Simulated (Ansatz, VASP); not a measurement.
# One calculation of GaSb, two programs

File POSCAR:

```
GaSb
1.0
    0.0000000000      3.0590005565      3.0590005565
    3.0590005565      0.0000000000      3.0590005565
    3.0590005565      3.0590005565      0.0000000000
Ga Sb
1 1
Direct
    0.0000000000      0.0000000000      0.0000000000
    0.7500000000      0.7500000000      0.7500000000
```

File INCAR.step1:

```
PREC     = Accurate       # precision mode
ENCUT    = 520            # plane-wave cutoff, eV
ISMEAR   = 0              # smearing method
SIGMA    = 0.05           # smearing width, eV
LREAL    = False          # projectors in reciprocal space
LASPH    = True           # aspherical terms in the spheres
NELM     = 100            # most SCF steps
NBANDS   = 16             # bands
GGA      = PE             # functional
ALGO     = Normal         # electronic algorithm
EDIFF    = 1E-4           # SCF threshold, eV
LWAVE    = True           # write WAVECAR
LCHARG   = False          # write CHGCAR
```

Contents of INCAR.step2:

```
PREC     = Accurate       # precision mode
ENCUT    = 520            # plane-wave cutoff, eV
EDIFF    = 1E-6           # SCF threshold, eV
ISMEAR   = 0              # smearing method
SIGMA    = 0.05           # smearing width, eV
LREAL    = False          # projectors in reciprocal space
LASPH    = True           # aspherical terms in the spheres
NELM     = 100            # most SCF steps
ALGO     = Normal         # electronic algorithm
ISIF     = 2              # what is computed and relaxed
LWAVE    = False          # write WAVECAR
LCHARG   = False          # write CHGCAR
METAGGA  = R2SCAN         # meta-GGA
LMIXTAU  = True         
NBANDS   = 16             # bands
ISTART   = 1
```

KPOINTS

```
regular mesh
0
Gamma
  6 6 6
```

Input for Ansatz:

```yaml
crystal:
  lattice:
    - [0.0, 3.0590005565, 3.0590005565]
    - [3.0590005565, 0.0, 3.0590005565]
    - [3.0590005565, 3.0590005565, 0.0]
  atoms:
    - { symbol: Ga, position: [0.0, 0.0, 0.0] }
    - { symbol: Sb, position: [0.75, 0.75, 0.75] }
basis:
  ecutwfc: 500
  ecutrho_ratio: 4
kpoints:
  mp_grid: { grid: [6, 6, 6] }
hamiltonian:
  xc: r2scan
scf:
  occupations: { method: gaussian, width: 0.05 }
output:
  forces: true
  stress: true
  eigenvalues: true
```

Alike in both runs: task single point; functional r2SCAN; k mesh 6 × 6 × 6; occupations gaussian, width 0.05 eV; no spin polarisation.

```csv
,VASP,Ansatz
version,VASP 6.6.1,Ansatz 0.2.0
potentials or method,"VASP PAW PBE potentials, release 64 (Ga_d, Sb)","scalar-relativistic, plane waves, PAW"
plane-wave cutoff (eV),520,500
valence electrons in the cell,18,28
```

Ansatz gave:

| Item | Value |
| --- | --- |
| gap on the k mesh at the Fermi level (eV) | 0.47 |
| least direct gap on the mesh (eV) | 0.47 |
| pressure (GPa) | 0.4 |

Question: Which values does VASP return?

Answer: gap on the k mesh at the Fermi level (eV): 0.45; least direct gap on the mesh (eV): 0.45; pressure (GPa): 0.5.

The two sets of potentials don't hold the same shells in valence.

Caveats: the PAW data sets were made with another functional, which shifts forces and pressure a little (VASP); spin-orbit coupling is left out, which moves the levels of the heavy elements.
